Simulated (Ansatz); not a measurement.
WS2 (Tungstenite):

```
W S
1.0
     3.18000    0.00000    0.00000
    -1.59000    2.75396    0.00000
     0.00000    0.00000   12.50000
W S
2 4
Direct
  0.66667 0.33333 0.75000
  0.33333 0.66667 0.25000
  0.66667 0.33333 0.37500
  0.33333 0.66667 0.87500
  0.66667 0.33333 0.12500
  0.33333 0.66667 0.62500
```

| Quantity | Value |
| --- | --- |
| Program | Ansatz 0.2.0 |
| Task | relaxation of cell and atoms |
| Functional | RPBE |
| Dispersion | D3(BJ) |
| Potentials or basis | Ansatz PAW |
| Cutoff | 420 eV (not typed: the program's choice for these potentials) |
| k mesh | 10 × 10 × 3 |
| Occupations | fermi-dirac, width 0.05 eV |
| Spin | no spin polarisation |

At the start: volume 18.24 Å³/atom.

Task: Where does the relaxation end?

Result: It ends after 7 steps and the volume is 14.62 Å³/atom (-19.8 %); space group P6_3/mmc (No. 194, to 0.05 Å).

The path:
| step | energy change (eV) | largest force (eV/Å) | volume (Å³) |
| --- | --- | --- | --- |
| 1 | 0.0000 | 0.3298 | 109.47 |
| 2 | -0.6845 | 0.2081 | 98.17 |
| 3 | -0.8799 | 0.2530 | 91.95 |
| 4 | -0.9733 | 0.1000 | 87.33 |
| 5 | -0.9750 | 0.0069 | 87.56 |
| 6 | -0.9754 | 0.0001 | 87.75 |
| 7 | -0.9717 | 0.0002 | 87.75 |

Final structure:
```xyz
6
Lattice="3.0039 0.0000 0.0000 -1.5019 2.6014 0.0000 0.0000 0.0000 11.2286" Properties=species:S:1:pos:R:3 pbc="T T T"
W     1.5019    0.8671    8.4214
W     0.0000    1.7343    2.8071
S     1.5019    0.8671    4.4085
S     0.0000    1.7343   10.0228
S     1.5019    0.8671    1.2058
S     0.0000    1.7343    6.8201
```

Caveat: the volume moved by over 15 % at a fixed basis, so the end points are rough; the plane-wave basis is chosen anew once the cell has moved, so the energies of steps on either side of that aren't comparable; the volume moved by -20 % from the deposited cell, more than functionals usually miss; the PAW data sets come from PBE, with cores solved anew for the run's functional, which leaves a small shift of forces and pressure.
